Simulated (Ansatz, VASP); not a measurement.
**One calculation of S, two programs**

```
S
1.0
     4.41899    0.00000    0.00000
    -2.20950    3.82696    0.00000
     0.00000    0.00000    4.39801
S
3
Direct
  0.19176 0.00000 0.33333
  0.00000 0.19176 0.66667
  0.80824 0.80824 0.00000
```

Alike in both runs: functional PBEsol; k mesh 6 × 6 × 6; occupations gaussian, width 0.02 eV; no spin polarisation.

Ansatz relaxed the structure, and its values are those at the end. VASP's run is a single point on that final structure, the one shown.

|  | VASP | Ansatz |
| --- | --- | --- |
| version | VASP 6.6.1 | Ansatz 0.2.0 |
| potentials or method | VASP PAW PBE potentials, release 64 (S) | scalar-relativistic, plane waves, PAW |
| plane-wave cutoff (eV) | 520 | 420 |
| valence electrons in the cell | 18 | 18 |

Ansatz gave:

| Quantity | Value |
| --- | --- |
| gap on the k mesh at the Fermi level (eV) | 1.87 |
| least direct gap on the mesh (eV) | 2.19 |
| pressure (GPa) | 0.0 |
| rms of the force components (eV/Å) | 0.003 |

Problem. Estimate VASP's values.

Solution. gap on the k mesh at the Fermi level (eV): 1.93; least direct gap on the mesh (eV): 2.25; pressure (GPa): -0.4; rms of the force components (eV/Å): 0.054.

Caveats: the PAW data sets were made with another functional, which shifts forces and pressure a little (VASP). A k mesh can miss the band edges.
